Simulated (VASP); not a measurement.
A run of VASP 6.6.1 is set up as follows.

File INCAR:

```
PREC = Accurate
ENCUT = 600
EDIFF = 1E-7
ISMEAR = 0
SIGMA = 0.05
LREAL = False
LASPH = True
NELM = 80
ALGO = Normal
ISIF = 3
LWAVE = False
LCHARG = False
GGA = PE
IBRION = 2
NSW = 40
EDIFFG = -0.005
```

KPOINTS

```
Automatic mesh
0
Gamma
  7 7 7
```

The input POSCAR:

```
BiS
1.0
    4.0029443400      0.0000000000      0.0000000000
    0.0000000000      4.0029443400      0.0000000000
    0.0000000000      0.0000000000      4.0029443400
Bi S
1 1
Direct
    0.5000000000      0.5000000000      0.5000000000
    0.0000000000      0.0000000000      0.0000000000
```

Potentials or basis: VASP PAW PBE potentials, release 64 (Bi_d, S).

Run with:

```bash
$ cat potpaw_PBE.64/Bi_d/POTCAR potpaw_PBE.64/S/POTCAR > POTCAR
$ mpirun -np 1 vasp_std > vasp.out
```

(1) Estimate the relaxed volume.

(2) Estimate the band gap on the k mesh.

Answers

(1) 23.29 Å³/atom.

(2) none (metal or under the smearing width).

Caveat: the volume moved by over 15 % at a fixed basis, so the end points are rough; spin-orbit coupling is left out, which moves the levels of the heavy elements.
